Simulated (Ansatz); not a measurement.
## A Ge vacancy next to H started in the widest void in diamond Ge, 64 atoms, charge +1

All numbers come from Ansatz (PAW, plane waves, no spin–orbit coupling) at the single k point (¼, ¼, ¼) without its symmetry partners. The atoms were relaxed with PBEsol in a fixed cell; other functionals are single points on those atoms unless said otherwise. The valence top and gap of the host come from its small cell on a dense mesh, with the band extrema sought between the mesh points, lined up by the mean potential, PBEsol gap 0.00 eV, r²SCAN gap 0.35 eV. The charge correction uses an assumed dielectric constant of 16.0.

Relaxed structure:

```yaml
crystal:
  lattice:
    - [11.35118, 0.00000, 0.00000]
    - [0.00000, 11.35118, 0.00000]
    - [0.00000, 0.00000, 11.35118]
  atoms:
    - { symbol: Ge, position: [0.99843, 0.00164, 0.00107] }
    - { symbol: Ge, position: [0.99808, 0.00128, 0.50197] }
    - { symbol: Ge, position: [0.99813, 0.50247, 0.00079] }
    - { symbol: Ge, position: [0.99827, 0.50079, 0.50024] }
    - { symbol: Ge, position: [0.49930, 0.00125, 0.00073] }
    - { symbol: Ge, position: [0.49761, 0.00147, 0.50024] }
    - { symbol: Ge, position: [0.49761, 0.50078, 0.00091] }
    - { symbol: Ge, position: [0.12289, 0.12606, 0.12559] }
    - { symbol: Ge, position: [0.12338, 0.12649, 0.62631] }
    - { symbol: Ge, position: [0.12342, 0.62683, 0.12596] }
    - { symbol: Ge, position: [0.12250, 0.62638, 0.62591] }
    - { symbol: Ge, position: [0.62372, 0.12648, 0.12594] }
    - { symbol: Ge, position: [0.62327, 0.12560, 0.62593] }
    - { symbol: Ge, position: [0.62328, 0.62642, 0.12510] }
    - { symbol: Ge, position: [0.62507, 0.62805, 0.62751] }
    - { symbol: Ge, position: [0.24848, 0.25165, 0.00067] }
    - { symbol: Ge, position: [0.24930, 0.25238, 0.50124] }
    - { symbol: Ge, position: [0.24873, 0.75051, 0.00035] }
    - { symbol: Ge, position: [0.25164, 0.74671, 0.50094] }
    - { symbol: Ge, position: [0.74739, 0.25184, 0.00036] }
    - { symbol: Ge, position: [0.74349, 0.25486, 0.50098] }
    - { symbol: Ge, position: [0.74867, 0.75188, 0.00053] }
    - { symbol: Ge, position: [0.74856, 0.75164, 0.50127] }
    - { symbol: Ge, position: [0.37287, 0.37594, 0.12610] }
    - { symbol: Ge, position: [0.38034, 0.38341, 0.61158] }
    - { symbol: Ge, position: [0.37150, 0.87493, 0.12661] }
    - { symbol: Ge, position: [0.37383, 0.87522, 0.62524] }
    - { symbol: Ge, position: [0.87171, 0.37470, 0.12663] }
    - { symbol: Ge, position: [0.87213, 0.37694, 0.62529] }
    - { symbol: Ge, position: [0.87310, 0.87623, 0.12577] }
    - { symbol: Ge, position: [0.87335, 0.87655, 0.62596] }
    - { symbol: Ge, position: [0.24855, 0.00122, 0.25112] }
    - { symbol: Ge, position: [0.24866, 0.00085, 0.75004] }
    - { symbol: Ge, position: [0.24922, 0.50168, 0.25187] }
    - { symbol: Ge, position: [0.25174, 0.50140, 0.74612] }
    - { symbol: Ge, position: [0.74739, 0.00087, 0.25133] }
    - { symbol: Ge, position: [0.74870, 0.00107, 0.75136] }
    - { symbol: Ge, position: [0.74351, 0.50149, 0.25437] }
    - { symbol: Ge, position: [0.74857, 0.50187, 0.75119] }
    - { symbol: Ge, position: [0.37283, 0.12662, 0.37546] }
    - { symbol: Ge, position: [0.37152, 0.12715, 0.87440] }
    - { symbol: Ge, position: [0.38013, 0.61235, 0.38273] }
    - { symbol: Ge, position: [0.37379, 0.62573, 0.87468] }
    - { symbol: Ge, position: [0.87177, 0.12718, 0.37415] }
    - { symbol: Ge, position: [0.87305, 0.12631, 0.87573] }
    - { symbol: Ge, position: [0.87211, 0.62579, 0.37639] }
    - { symbol: Ge, position: [0.87345, 0.62650, 0.87605] }
    - { symbol: Ge, position: [0.99801, 0.25171, 0.25112] }
    - { symbol: Ge, position: [0.99777, 0.25176, 0.75004] }
    - { symbol: Ge, position: [0.99779, 0.75052, 0.25128] }
    - { symbol: Ge, position: [0.99796, 0.75187, 0.75128] }
    - { symbol: Ge, position: [0.49863, 0.25234, 0.25189] }
    - { symbol: Ge, position: [0.49831, 0.25483, 0.74614] }
    - { symbol: Ge, position: [0.49833, 0.74672, 0.25427] }
    - { symbol: Ge, position: [0.49871, 0.75155, 0.75107] }
    - { symbol: Ge, position: [0.12344, 0.37594, 0.37554] }
    - { symbol: Ge, position: [0.12398, 0.37468, 0.87440] }
    - { symbol: Ge, position: [0.12397, 0.87502, 0.37411] }
    - { symbol: Ge, position: [0.12313, 0.87621, 0.87577] }
    - { symbol: Ge, position: [0.60897, 0.38344, 0.38292] }
    - { symbol: Ge, position: [0.62261, 0.37695, 0.87472] }
    - { symbol: Ge, position: [0.62261, 0.87522, 0.37646] }
    - { symbol: Ge, position: [0.62324, 0.87652, 0.87595] }
    - { symbol: H, position: [0.54557, 0.54776, 0.54743] }
```

Chemical potentials μ are those of reference phases of the elements at zero temperature by the same functional (the usual solids, diamond for C, grey Sn, and the molecules H2, N2, O2, F2, Cl2, Br2 and S8).

```tsv
functional	E(defect) − E(host) − Σ nμ + q·E_VBM (eV)	monopole (eV)	alignment (eV)	formation energy at E_F = VBM (eV)	moment (μB)	wall time, shared host
PBEsol	2.14	0.11	-0.19	2.06	0.0	32 s on NVIDIA GB300 (relaxation)
```

Estimate the formation energy and moment that r²SCAN gives on these atoms.

2.44 eV at E_F = VBM (2.52 eV before the monopole term 0.11 eV and the alignment -0.19 eV), moment 0.0 μB.

How does the monopole term follow by hand for this cubic cell?

q²·α·e²/(4πε₀)/(2εL) with the Madelung constant α = 2.837 and e²/4πε₀ = 14.40 eV·Å: 1 × 2.837 × 14.40 / (2 × 16.0 × 11.351) = 0.11 eV.

r²SCAN one-electron levels near the gap (the ten most localised at most), from the host's valence top, not corrected for the charge's images:

| level (eV) | spin | filling | atoms sharing it | element of the atom with most weight |
| --- | --- | --- | --- | --- |
| 0.15 | up | 0.00 | 17.0 | Ge |
| 0.15 | down | 0.00 | 17.0 | Ge |
| 0.15 | up | 0.00 | 17.1 | Ge |
| 0.15 | down | 0.00 | 17.1 | Ge |

One k point and a cell of this size can leave errors of several tenths of an eV in such numbers.
